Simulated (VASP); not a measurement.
# In: restarted molecular dynamics, 2 variants

In, Im-3m (no. 229), 16 atoms in the cell. PBE, molecular dynamics; PAW potentials In (PBE set).

| Restart from | Temperature at the end (K) | The same without a restart (K) | Potential energy at the end (eV/atom) | The same without a restart (eV/atom) | Electronic steps in the first step after the restart | Time (s) |
|---|---|---|---|---|---|---|
| CONTCAR with velocities, WAVECAR read | 1496.0 | 1496.0 | -2.29525 | -2.29525 | 4 | 507 |
| CONTCAR with velocities, no WAVECAR | 1496.0 | 1496.0 | -2.29525 | -2.29525 | 20 | 524 |

Limits: 240 fs of 16 atoms are too short for converged averages.

## Input of the first row

INCAR.step1:
```
SYSTEM = In
ALGO     = Fast           ! electronic algorithm
EDIFF    = 1E-6           ! SCF threshold, eV
ENCUT    = 200            ! plane-wave cutoff, eV
GGA      = PE             ! functional
IBRION   = 0              ! ionic algorithm
ISIF     = 2              ! what is computed and relaxed
ISMEAR   = -1             ! smearing method
ISYM     = 0            
KPAR     = 2            
LASPH    = .True.         ! aspherical terms in the spheres
LCHARG   = .False.        ! write CHGCAR
LREAL    = Auto         
LWAVE    = .True.         ! write WAVECAR
MDALGO   = 2            
NELM     = 60             ! most SCF steps
NELMIN   = 4            
NSW      = 30             ! ionic steps
POTIM    = 4.0            ! step
PREC     = Normal         ! precision mode
RANDOM_SEED= 369794 0 0   
SIGMA    = 0.069          ! smearing width, eV
SMASS    = 0            
TEBEG    = 1600          
```

INCAR.step2, as INCAR.step1 but for:
```
- LWAVE = .True.
+ LWAVE = .False.
```

KPOINTS:
```
k-points
0
Monkhorst-Pack
  2 2 2
```

POSCAR.step1:
```
In
1.0
    7.5301009600      0.0000000000      0.0000000000
    0.0000000000      7.5301009600      0.0000000000
    0.0000000000      0.0000000000      7.5301009600
In
16
Direct
    0.0000000000      0.0000000000      0.0000000000
    0.0000000000      0.0000000000      0.5000000000
    0.0000000000      0.5000000000      0.0000000000
    0.0000000000      0.5000000000      0.5000000000
    0.5000000000      0.0000000000      0.0000000000
    0.5000000000      0.0000000000      0.5000000000
    0.5000000000      0.5000000000      0.0000000000
    0.5000000000      0.5000000000      0.5000000000
    0.2500000000      0.2500000000      0.2500000000
    0.2500000000      0.2500000000      0.7500000000
    0.2500000000      0.7500000000      0.2500000000
    0.2500000000      0.7500000000      0.7500000000
    0.7500000000      0.2500000000      0.2500000000
    0.7500000000      0.2500000000      0.7500000000
    0.7500000000      0.7500000000      0.2500000000
    0.7500000000      0.7500000000      0.7500000000
```

Commands (each step's output is kept before the next begins):
```
cat potpaw_PBE.64/In/POTCAR > POTCAR
cp INCAR.step1 INCAR
cp POSCAR.step1 POSCAR
mpirun -np 2 vasp_std > vasp.out
cp CONTCAR POSCAR
cp INCAR.step2 INCAR
mpirun -np 2 vasp_std > vasp.out
```

Changes of the last row against the first:
```
(step 1)
- LWAVE = True
+ LWAVE = False
```

VASP 6.6.1 took 507 s on 2 cores (Intel Xeon Platinum 8259CL @ 2.50GHz (Skylake/Cascade Lake)), a shared host.
